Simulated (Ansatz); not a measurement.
Question: Write an Ansatz input for a single-point calculation of PbS with PBEsol (scalar-relativistic), a cutoff of 420 eV (density cutoff 4 times that), a Γ-centred 8×8×8 mesh and Gaussian smearing of 0.05 eV, without spin polarisation. Forces, stress and eigenvalues are wanted. The structure:
```
CELL_PARAMETERS angstrom
3.6191086154 0.0000000000 0.0000000000
0.0000000000 3.6191086154 0.0000000000
0.0000000000 0.0000000000 3.6191086154
ATOMIC_POSITIONS crystal
Pb 0.0000000000 0.0000000000 0.0000000000
S 0.5000000000 0.5000000000 0.5000000000
```

Answer: 
```yaml
crystal:
  lattice:
    - [3.6191086154, 0.0, 0.0]
    - [0.0, 3.6191086154, 0.0]
    - [0.0, 0.0, 3.6191086154]
  atoms:
    - { symbol: Pb, position: [0.0, 0.0, 0.0] }
    - { symbol: S, position: [0.5, 0.5, 0.5] }
basis:
  ecutwfc: 420
  ecutrho_ratio: 4
kpoints:
  mp_grid: { grid: [8, 8, 8] }
hamiltonian:
  xc: pbesol
scf:
  occupations: { method: gaussian, width: 0.05 }
output:
  forces: true
  stress: true
  eigenvalues: true
```

Run as written, it has 20 valence electrons, 925 plane waves at Γ, 48 symmetry operations and 35 irreducible k-points; it took 6 SCF iterations in all. 

This is a trial structure; measured cells of the compound in the Crystallography Open Database are in space groups C2/m, Fm-3m (rock salt).
